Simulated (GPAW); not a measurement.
Runs of GPAW 26.7.0 on Ti2C. Symmetry: R-3m, No. 166, trigonal system. The conventional cell has a = 3.081 Å, b = 3.081 Å, c = 14.441 Å, α = 90.00°, β = 90.00°, γ = 120.00°. Around Ti (site symmetry 3m) lie 3 C at 2.11 Å. C (site symmetry -3m) is surrounded by 6 Ti at 2.11 Å. The cell comes from a database or a generator and needn't be the stable form of this composition.

```tsv
task	level	potentials or basis	k mesh	cutoff (eV)	maxiter	band path	band points	convergence	gap on the mesh (eV)	pressure (GPa)	largest force (eV/Å)
band structure	PBEsol	PAW data sets generated in the run's folder for this functional, pw	7 × 7 × 7	800	150	GLB1,BZGX,QFP1Z,LP	100	-	-	(b)	0.13
band structure	r2SCAN	GPAW PAW data sets (gpaw-data 1.2.1), pw	7 × 7 × 7	800	150	GLB1,BZGX,QFP1Z,LP	100	-	-	0.1	0.02
band structure	LDA	the program's PAW data sets (release 1.2.1) made for this functional, pw	7 × 7 × 7	800	150	GLB1,BZGX,QFP1Z,LP	100	-	-	-8.9	0.34
single point	LDA	the program's PAW data sets (release 1.2.1) made for this functional, pw	8 × 8 × 8	600	120	-	-	default	none	-9.3	(a)
single point	PBEsol	PAW data sets generated in the run's folder for this functional, pw	10 × 10 × 10	800	150	-	-	-	none	-4.1	0.12
```

Alike in all rows: no spin polarisation; cell as given; smearing fermi-dirac 0.05 eV.

Estimate the missing entries.

(a) 0.31; (b) -4.2.

Caveats: the PAW data sets were made with another functional, which shifts forces and pressure a little (some runs); the cutoff is short for stress and forces, so pressures can be off by a GPa or more (some runs).

A k mesh can miss the band edges.

A gap of «none» marks a metal or a gap under the smearing width.

Not every run made on this cell is shown here.
